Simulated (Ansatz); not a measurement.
# Ga under changes of volume

One of the cells (18.685 Å³/atom); the others are scaled copies at fixed shape and fractional positions:

```
Ga
1.0
     1.45000   -4.06500    0.00000
     1.45000    4.06500    0.00000
     0.00000    0.00000    3.17000
Ga
2
Direct
  0.13300 0.86700 0.75000
  0.86700 0.13300 0.25000
```

This isn't the form of Ga at room conditions, which is orthorhombic.

- Program: Ansatz 0.2.0
- Functional: LDA
- Potentials or basis: Ansatz PAW
- Cutoff: 420 eV (not typed: the program's choice for these potentials)
- k mesh: 10 × 10 × 8
- Occupations: fermi-dirac, width 0.05 eV
- Spin: no spin polarisation

```tsv
volume (Å³/atom)	energy over the lowest point (meV/atom)	pressure (GPa)	largest force (eV/Å)
17.564	0.00	-0.8	0.224
17.937	?	?	?
18.311	9.32	-3.1	0.208
18.685	17.84	-4.1	0.200
19.058	28.48	-4.9	0.191
19.432	40.95	-5.6	0.182
19.806	54.96	-6.3	0.172
```

Problem. What does the run at 17.937 Å³/atom give?

Solution. Energy over the lowest point 3.25 meV/atom; pressure -2.0 GPa; largest force 0.216 eV/Å.

Worked out: A Birch-Murnaghan fit of order 3 (a polynomial in V^(-2/3)) to the other rows has its minimum at 17.38 Å³/atom, just outside them, with B0 = V·E''(V) = 70 GPa and B' = 5.8 at fixed shape and positions, which overstates the stiffness. It gives 3.23 meV/atom at 17.937 Å³/atom, against the run's 3.25, and -dE/dV = -2.0 GPa, against -2.0.

Energies are extrapolated to zero smearing.

Caveats: the PAW data sets come from PBE, with cores solved anew for the run's functional, which leaves a small shift of forces and pressure.
